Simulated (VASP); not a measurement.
Input of a VASP 6.6.1 run:

INCAR

```
SYSTEM = BAs
PREC     = Accurate       ! precision mode
ENCUT    = 600            ! plane-wave cutoff, eV
EDIFF    = 1E-7           ! SCF threshold, eV
ISMEAR   = 0              ! smearing method
SIGMA    = 0.03           ! smearing width, eV
LREAL    = .FALSE.        ! projectors in reciprocal space
LASPH    = .TRUE.         ! aspherical terms in the spheres
NELM     = 80             ! most SCF steps
ALGO     = Normal         ! electronic algorithm
ISIF     = 3              ! what is computed and relaxed
LWAVE    = .FALSE.        ! write WAVECAR
LCHARG   = .FALSE.        ! write CHGCAR
METAGGA  = R2SCAN         ! meta-GGA
LMIXTAU  = .TRUE.       
IBRION   = 2              ! ionic algorithm
NSW      = 90             ! ionic steps
EDIFFG   = -0.005         ! ionic threshold
```

The input KPOINTS:

```
regular mesh
0
G
  10 10 10
  0 0 0
```

Contents of POSCAR:

```
BAs                                     
1.0
    0.0000000000      2.3931785067      2.3931785067
    2.3931785067      0.0000000000      2.3931785067
    2.3931785067      2.3931785067      0.0000000000
  B               As            
     1     1
Direct
     0.0000000000000000    0.0000000000000000    0.0000000000000000
     0.2500000000000000    0.2500000000000000    0.2500000000000000
```

Potentials or basis: VASP PAW PBE potentials, release 64 (B, As).

The run is started by

```console
$ cat potpaw_PBE.64/B/POTCAR potpaw_PBE.64/As/POTCAR > POTCAR
$ mpirun -np 1 vasp_std > vasp.out
```

(1) What does it give for the band gap on the k mesh?

Answers

(1) 1.38 eV, indirect (least direct gap 3.44 eV).

Caveat: the relaxation stopped at its first step, so nothing moved.
